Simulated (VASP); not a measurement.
# Fe: generalised stacking fault

Fe, P6_3/mmc (no. 194), 8 atoms in the cell. PBE, constrained relaxations along a path; PAW potentials Fe (PBE set).

Path: generalised stacking fault, a/3<10-10> on (0001); Layers in the cell: 8.

## Input

INCAR:
```
SYSTEM = Fe
PREC = Normal
ENCUT = 300
EDIFF = 1E-6
ISMEAR = 1
SIGMA = 0.2
LREAL = .False.
LASPH = .True.
NELM = 100
ALGO = Normal
LWAVE = .False.
LCHARG = .False.
ISPIN = 2
MAGMOM = 3 3 3 3 3 3 3 3
LMAXMIX = 4
IBRION = 2
NSW = 100
ISIF = 2
EDIFFG = -0.02
POTIM = 0.5
ISYM = 2
KPAR = 8
```

KPOINTS:
```
k-points
0
Gamma
  20 20 3
```

POSCAR.step1:
```
Fe
1.0
    2.4341575853      0.0000000000      0.0000000000
    1.2170787927      2.1080423057      0.0000000000
    0.0000000000      0.0000000000     15.3677378800
Fe
8
Selective dynamics
Direct
   -0.3333333333      0.6666666667      0.0000000000  F F T
    0.0000000000      0.0000000000      0.1250000000  F F T
   -0.3333333333      0.6666666667      0.2500000000  F F T
    0.0000000000      0.0000000000      0.3750000000  F F T
   -0.3333333333      0.6666666667      0.5000000000  F F T
    0.0000000000      0.0000000000      0.6250000000  F F T
   -0.3333333333      0.6666666667      0.7500000000  F F T
    0.0000000000      0.0000000000      0.8750000000  F F T
```

POSCAR.step2:
```
Fe
1.0
    2.4341575853      0.0000000000      0.0000000000
    1.2170787927      2.1080423057      0.0000000000
   -0.2434157585     -0.1405361537     15.3677378800
Fe
8
Selective dynamics
Direct
   -0.3333333333      0.6666666667      0.0000000000  F F T
    0.0083333333      0.0083333333      0.1250000000  F F T
   -0.3166666667      0.6833333333      0.2500000000  F F T
    0.0250000000      0.0250000000      0.3750000000  F F T
   -0.3000000000      0.7000000000      0.5000000000  F F T
    0.0416666667      0.0416666667      0.6250000000  F F T
   -0.2833333333      0.7166666667      0.7500000000  F F T
    0.0583333333      0.0583333333      0.8750000000  F F T
```

POSCAR.step3:
```
Fe
1.0
    2.4341575853      0.0000000000      0.0000000000
    1.2170787927      2.1080423057      0.0000000000
   -0.4868315171     -0.2810723074     15.3677378800
Fe
8
Selective dynamics
Direct
   -0.3333333333      0.6666666667      0.0000000000  F F T
    0.0166666667      0.0166666667      0.1250000000  F F T
   -0.3000000000      0.7000000000      0.2500000000  F F T
    0.0500000000      0.0500000000      0.3750000000  F F T
   -0.2666666667      0.7333333333      0.5000000000  F F T
    0.0833333333      0.0833333333      0.6250000000  F F T
   -0.2333333333      0.7666666667      0.7500000000  F F T
    0.1166666667      0.1166666667      0.8750000000  F F T
```

POSCAR.step4:
```
Fe
1.0
    2.4341575853      0.0000000000      0.0000000000
    1.2170787927      2.1080423057      0.0000000000
   -0.6085393963     -0.3513403843     15.3677378800
Fe
8
Selective dynamics
Direct
   -0.3333333333      0.6666666667      0.0000000000  F F T
    0.0208333333      0.0208333333      0.1250000000  F F T
   -0.2916666667      0.7083333333      0.2500000000  F F T
    0.0625000000      0.0625000000      0.3750000000  F F T
   -0.2500000000      0.7500000000      0.5000000000  F F T
    0.1041666667      0.1041666667      0.6250000000  F F T
   -0.2083333333      0.7916666667      0.7500000000  F F T
    0.1458333333      0.1458333333      0.8750000000  F F T
```

POSCAR.step5:
```
Fe
1.0
    2.4341575853      0.0000000000      0.0000000000
    1.2170787927      2.1080423057      0.0000000000
   -0.7302472756     -0.4216084611     15.3677378800
Fe
8
Selective dynamics
Direct
   -0.3333333333      0.6666666667      0.0000000000  F F T
    0.0250000000      0.0250000000      0.1250000000  F F T
   -0.2833333333      0.7166666667      0.2500000000  F F T
    0.0750000000      0.0750000000      0.3750000000  F F T
   -0.2333333333      0.7666666667      0.5000000000  F F T
    0.1250000000      0.1250000000      0.6250000000  F F T
   -0.1833333333      0.8166666667      0.7500000000  F F T
    0.1750000000      0.1750000000      0.8750000000  F F T
```

POSCAR.step6:
```
Fe
1.0
    2.4341575853      0.0000000000      0.0000000000
    1.2170787927      2.1080423057      0.0000000000
   -0.9736630341     -0.5621446149     15.3677378800
Fe
8
Selective dynamics
Direct
   -0.3333333333      0.6666666667      0.0000000000  F F T
    0.0333333333      0.0333333333      0.1250000000  F F T
   -0.2666666667      0.7333333333      0.2500000000  F F T
    0.1000000000      0.1000000000      0.3750000000  F F T
   -0.2000000000      0.8000000000      0.5000000000  F F T
    0.1666666667      0.1666666667      0.6250000000  F F T
   -0.1333333333      0.8666666667      0.7500000000  F F T
    0.2333333333      0.2333333333      0.8750000000  F F T
```

POSCAR.step7:
```
Fe
1.0
    2.4341575853      0.0000000000      0.0000000000
    1.2170787927      2.1080423057      0.0000000000
   -1.2170787927     -0.7026807686     15.3677378800
Fe
8
Selective dynamics
Direct
   -0.3333333333      0.6666666667      0.0000000000  F F T
    0.0416666667      0.0416666667      0.1250000000  F F T
   -0.2500000000      0.7500000000      0.2500000000  F F T
    0.1250000000      0.1250000000      0.3750000000  F F T
   -0.1666666667      0.8333333333      0.5000000000  F F T
    0.2083333333      0.2083333333      0.6250000000  F F T
   -0.0833333333      0.9166666667      0.7500000000  F F T
    0.2916666667      0.2916666667      0.8750000000  F F T
```

Commands (each step's output is kept before the next begins):
```
cat potpaw_PBE.64/Fe/POTCAR > POTCAR
# POSCAR: c tilted by 0 of a/3<10-10> on (0001)
cp POSCAR.step1 POSCAR
mpirun -np 8 vasp_std > vasp.out
# POSCAR: c tilted by 0.2 of a/3<10-10> on (0001)
cp POSCAR.step2 POSCAR
mpirun -np 8 vasp_std > vasp.out
# POSCAR: c tilted by 0.4 of a/3<10-10> on (0001)
cp POSCAR.step3 POSCAR
mpirun -np 8 vasp_std > vasp.out
# POSCAR: c tilted by 0.5 of a/3<10-10> on (0001)
cp POSCAR.step4 POSCAR
mpirun -np 8 vasp_std > vasp.out
# POSCAR: c tilted by 0.6 of a/3<10-10> on (0001)
cp POSCAR.step5 POSCAR
mpirun -np 8 vasp_std > vasp.out
# POSCAR: c tilted by 0.8 of a/3<10-10> on (0001)
cp POSCAR.step6 POSCAR
mpirun -np 8 vasp_std > vasp.out
# POSCAR: c tilted by 1 of a/3<10-10> on (0001)
cp POSCAR.step7 POSCAR
mpirun -np 8 vasp_std > vasp.out
```

## Result

- Unstable fault energy (mJ/m²): 784
- Energy at the end of the slip (mJ/m²): 513
- Ionic steps, all stages: 55
- Electronic steps, all stages: 739

Energy along the slip:

| Share of the slip | Fault energy (mJ/m²) |
|---|---|
| 0 | 0 |
| 0.2 | 297 |
| 0.4 | 719 |
| 0.5 | 778 |
| 0.6 | 775 |
| 0.8 | 637 |
| 1 | 513 |

Limits: the faults repeat once a cell, and the in-plane lattice is that of the given cell.

VASP 6.6.1 took 4895 s on 8 cores (Intel Xeon Platinum 8259CL @ 2.50GHz (Skylake/Cascade Lake)), a shared host.
